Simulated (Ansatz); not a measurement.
**NiO under changes of volume**

One of the cells (9.076 Å³/atom); the others are scaled copies at fixed shape and fractional positions:

```xyz
2
Lattice="0.0000 2.0859 2.0859 2.0859 0.0000 2.0859 2.0859 2.0859 0.0000" Properties=species:S:1:pos:R:3 pbc="T T T"
Ni    0.0000    0.0000    0.0000
O     2.0859    2.0859    2.0859
```

| Property | Result |
| --- | --- |
| Program | Ansatz 0.2.0 |
| Functional | r2SCAN |
| Potentials or basis | Ansatz PAW |
| Cutoff | 500 eV (not typed: the program's choice for these potentials) |
| k mesh | 11 × 11 × 11 |
| Occupations | fermi-dirac, width 0.05 eV |
| Spin | collinear spin, ferromagnetic start |
| Starting moments | [1.0, 0.0] μB |

```tsv
volume (Å³/atom)	energy over the lowest point (meV/atom)	pressure (GPa)	gap on the mesh (eV)
8.531	35.49	18.7	0.59
8.713	?	?	?
8.894	6.25	7.5	0.75
9.076	0.55	2.7	0.82
9.257	0.00	-1.6	0.89
9.439	4.11	-5.5	0.95
9.620	12.30	-9.0	1.00
```

Q: What does the run at 8.713 Å³/atom give?

A: Energy over the lowest point 17.66 meV/atom; pressure 12.8 GPa; gap on the mesh 0.67 eV.

Worked out: A Birch-Murnaghan fit of order 3 (a polynomial in V^(-2/3)) to the other rows has its minimum at 9.19 Å³/atom with B0 = V·E''(V) = 215 GPa and B' = 4.5. It gives 17.63 meV/atom at 8.713 Å³/atom, against the run's 17.66, and -dE/dV = 12.8 GPa, against 12.8. A parabola through the other rows of the gap, of slope 3.88 eV per unit of ln V there, gives 0.67 eV, against the run's 0.67.

Energies are extrapolated to zero smearing.

Caveats: the magnetic or orbital state may not be the lowest; odd divisions of the mesh miss points on the zone boundary, where band edges often lie, so the gap on the mesh can be too wide; a cell with one magnetic atom can't hold antiferromagnetic order, which such compounds often take; the PAW data sets come from PBE, with cores solved anew for the run's functional, which leaves a small shift of forces and pressure.

A mesh can miss the band edges.
